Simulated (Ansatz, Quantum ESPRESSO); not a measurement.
MnO2: 3 runs at one level of theory

```
CELL_PARAMETERS angstrom
1.42843 0.82471 4.58393
-1.42843 0.82471 4.58393
0.00000 -1.64941 4.58393
ATOMIC_POSITIONS crystal
Mn 0.00000 0.00000 0.00000
O 0.73564 0.73564 0.73564
O 0.26436 0.26436 0.26436
```

Measurements of this composition are mostly on another form, of space group No. 136.

Alike in all runs: task band structure; functional PBEsol; k mesh 11 × 11 × 11; occupations fermi-dirac, width 0.05 eV; collinear spin, ferromagnetic start; no spin-orbit coupling. Pressure is positive in compression and, in plane waves, holds the error of the finite cutoff, which Ansatz's Pulay term estimates and takes out. Gaps are the smaller of the mesh's and the band path's.

```csv
program and potentials,plane-wave cutoff (eV),notes,band gap (eV),pressure (GPa),net moment per atom (μB),largest force (eV/Å)
"Quantum ESPRESSO, GBRV 1.5 PBEsol",612,-,0.76,-1.46,1.00,0.120
"Ansatz, PAW datasets made for the crystal",520,-,0.78,-1.98,1.00,0.160
"Ansatz, all-electron LAPW, scalar-relativistic",-,-,?,?,?,?
```

**Question.** Estimate from the other rows what the run with Ansatz, all-electron LAPW, scalar-relativistic gave.

**Answer.** Band gap 0.78 eV; pressure -1.98 GPa; net moment per atom 1.00 μB; largest force 0.161 eV/Å. The other rows, which needn't bracket it: band gap 0.76 to 0.78; pressure -1.98 to -1.46; net moment per atom 1.00; largest force 0.120 to 0.160.
